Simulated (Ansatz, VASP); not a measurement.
Bi in VASP and in Ansatz

```
Bi
1.0
     5.66429    0.00000    0.00000
    -2.83214    4.90542    0.00000
     0.00000    0.00000    3.27814
Bi
3
Direct
  0.00000 0.00000 0.00000
  0.33333 0.66667 0.50000
  0.66667 0.33333 0.50000
```

Alike in both runs: functional PBEsol; k mesh 6 × 6 × 6; occupations gaussian, width 0.1 eV; no spin polarisation.

Ansatz relaxed the structure, and its values are those at the end. VASP's run is a single point on that final structure, the one shown.

```csv
,VASP,Ansatz
version,VASP 6.6.1,Ansatz 0.2.0
potentials or method,"VASP PAW PBE potentials, release 64 (Bi_d)","scalar-relativistic, plane waves, PAW"
plane-wave cutoff (eV),520,420
valence electrons in the cell,45,45
```

|  | VASP | Ansatz | Ansatz less VASP |
| --- | --- | --- | --- |
| gap on the k mesh at the Fermi level (eV) | none | none | - |
| pressure (GPa) | -0.3 | -0.2 | +0.06 |

A gap of «none» marks a metal or a gap that the smearing closes.

Caveats: the PAW data sets were made with another functional, which shifts forces and pressure a little (VASP); spin-orbit coupling is left out, which moves the levels of the heavy elements.
